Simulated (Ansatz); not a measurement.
# Nb: further runs on the relaxed cell

An exercise on one series of results from a longer session: the logs are not shown, and one member is left open.

The COD entry's cell or inner coordinates are ideal or old and differ from later refinements, so a difference from it is no clean test against experiment.

Method: DFT PBEsol, scalar-relativistic, plane waves, PAW, in Ansatz 0.2.0.

2 further runs of the same task are left out: 2 set aside as unsound or not needed.

### The starting structure

Symmetry: Im-3m, No. 229, cubic system. The conventional cell has a = 3.272 Å, b = 3.272 Å, c = 3.272 Å, α = 90.00°, β = 90.00°, γ = 90.00°. Nb (site symmetry m-3m) has 8 Nb at 2.83 Å as nearest neighbours.

Structure file:

```
Nb
1.0
    -1.63622    1.63622    1.63622
     1.63622   -1.63622    1.63622
     1.63622    1.63622   -1.63622
Nb
1
Direct
  0.00000 0.00000 0.00000
```

This cell was relaxed beforehand with the same method: volume 17.52 Å³/atom, gap on the mesh none (metal).

The first run:

Contents of input.yaml:

```yaml
crystal:
  lattice:
    - [-1.6362222442, 1.6362222442, 1.6362222442]
    - [1.6362222442, -1.6362222442, 1.6362222442]
    - [1.6362222442, 1.6362222442, -1.6362222442]
  atoms:
    - { symbol: Nb, position: [0.0, 0.0, 0.0] }
basis:
  ecutwfc: 420
kpoints:
  mp_grid: { grid: [18, 18, 18] }
  band_path:
    path:
      - [[0.0, 0.0, 0.0], [0.5, -0.5, 0.5], [0.0, 0.0, 0.5], [0.0, 0.0, 0.0], [0.25, 0.25, 0.25], [0.5, -0.5, 0.5]]
      - [[0.25, 0.25, 0.25], [0.0, 0.0, 0.5]]
    npoints: 14
hamiltonian:
  xc: pbesol
scf:
  occupations: { method: gaussian, width: 0.1 }
  n_extra_bands: 6
output:
  forces: true
  stress: true
  eigenvalues: true
  populations: true
  dos: { projected: true, de: 0.02, nscf_kmesh: { grid: [27, 27, 27] } }
  bader: true
```

The run is started by

```
$ ansatz run input.yaml --threads 1 --pin off --max-ram 2560MiB --backend cpu --events-out ev --progress --plain --runs-dir out
```

Steps of the session up to this table: Bands, states and charges; Back to the database's cell; Volume × 0.97; Point at V/V0 = 1.03; Point at V/V0 = 0.94; The cell scaled to 1.06 of its volume; Volume × 0.91; The cell scaled to 1.10 of its volume; Volume × 0.88.

One table of the session follows, with a row left open; its other results are not shown here.

It belongs to the step «Energy against volume». 

| volume (Å³/atom) | energy above the lowest point (meV/atom) | pressure (GPa) |
| --- | --- | --- |
| 15.419 | 169.7 | 28.64 |
| 15.945 | ? | ? |
| 16.471 | 38.5 | 12.36 |
| 16.996 | 9.1 | 5.77 |
| 17.522 | 0.0 | 0.00 |
| 18.048 | 8.7 | -5.04 |
| 18.573 | 32.8 | -9.45 |
| 19.274 | 85.4 | -14.48 |

**Question.** Estimate the row for volume (Å³/atom) = 15.945.

Worked estimate for «energy above the lowest point (meV/atom)». A straight line through the neighbours (15.419, 169.7) and (16.471, 38.5) gives 169.7 + (38.5 − 169.7) × (15.945 − 15.419) / (16.471 − 15.419) = 104.1; a parabola fitted to 3 rows on both sides gives 92.0.

The run gave: energy above the lowest point (meV/atom): 90.9; pressure (GPa): 19.90. In «energy above the lowest point (meV/atom)» the line misses by +13.2 and the parabola by +1.1.
